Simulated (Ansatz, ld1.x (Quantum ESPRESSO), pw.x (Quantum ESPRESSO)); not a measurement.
## Nb: one change to the TM potential, in the atom and in the diamond crystal

ld1.x (Quantum ESPRESSO) 7.5 input, shortened:

```
&input
   title='Nb', zed=41., rel=1, dft='PBE', iswitch=3,
   config='[Kr] 4d4 4f-2 5s1 5p0'
 /
 &inputp
   pseudotype=2, tm=.true., lloc=-2, rcloc=3.30,
   nlcc=.true.
 /
4
5S  1  0   1.00   0.00  3.20  3.20  0.0
5P  2  1   0.00   0.00  4.20  4.20  0.0
4D  3  2   4.00   0.00  1.85  1.85  0.0
4F  4  3  -2.00   0.40  4.60  4.60  0.0
 &test
   configts(1)='4d4 5s1 5p0'
 /
```

Change: wave 5p (bound): rc 4.20 bohr becomes 5p (bound): rc 3.62 bohr.

Cutoffs, loose and tight: the cutoffs (Ry, on a coarse ladder) from which the occupation-weighted sum of valence levels, in a spherical-Bessel basis at the reference potential, stays within 10 and 1 mRy of its value at 400 Ry. They do not see the model core or the augmentation charge, which bear on the density cutoff. Test errors are all-electron minus pseudo excitation energies from the reference, over the configurations 4d4 5s0 5p0; 4d3 5s0 5p0; 4d2 5s0 5p0; 4d4 5s0.5 5p0; 4d3 5s1 5p1; 4d5 5s0 5p0; 4d4 5s0 5p1; variants that change the core or the reference have their own tests.

Crystal test: diamond Nb in pw.x 7.5, no spin, 8³ k-points, Fermi–Dirac smearing 0.01 Ry, cutoffs set for each file from its atomic test. The reference is all-electron LAPW (Ansatz 0.2.0) with the same functional, mesh and smearing; V0 and B0 come from Birch–Murnaghan fits to the pressures at five volumes. Errors are pseudo minus all-electron; Δ is the rms difference of the E(V) curves that follow from these fits, minima aligned, over ±6 % about the mean V0. Mesh and smearing are coarse, so the numbers serve the comparison and aren't converged zero-temperature values; the lattice is a test structure that the element need not adopt.

All-electron: a0 = 5.922 Å (V0 = 25.96 Å³/atom), B0 = 64.5 GPa.

Problem. Does the change bring the crystal closer to the all-electron result?

Solution. The mean pressure error goes from -4.49 to -4.66 GPa, a small move against the size of the error. Neither pressure curve crosses zero within the volumes sampled, so no fits are given.

```
                       quantity       base    changed
                 outcome (atom)  generated  generated
           cutoff, loose (atom)      35 Ry      35 Ry
           cutoff, tight (atom)      45 Ry      45 Ry
            bound ghosts (atom)       none       none
largest test error (meV) (atom)       -616       -616
           cutoffs in pw.x (Ry)     55/220     55/220
      mean pressure error (GPa)      -4.49      -4.66
```

Base: The largest radius (4.60 bohr) exceeds half the bond length (2.42 bohr), so the spheres overlap, which is one possible source of error among others. This is a poor potential for the solid. The logarithmic derivative shows an extra or strongly shifted pseudo pole above the reference energy (p near 1.87 Ry). Changed file: The largest radius (4.60 bohr) exceeds half the bond length (2.42 bohr), so the spheres overlap, which is one possible source of error among others. This is a poor potential for the solid. The logarithmic derivative shows an extra or strongly shifted pseudo pole above the reference energy (p near 1.92 Ry). The atomic cutoffs weigh occupied waves only.
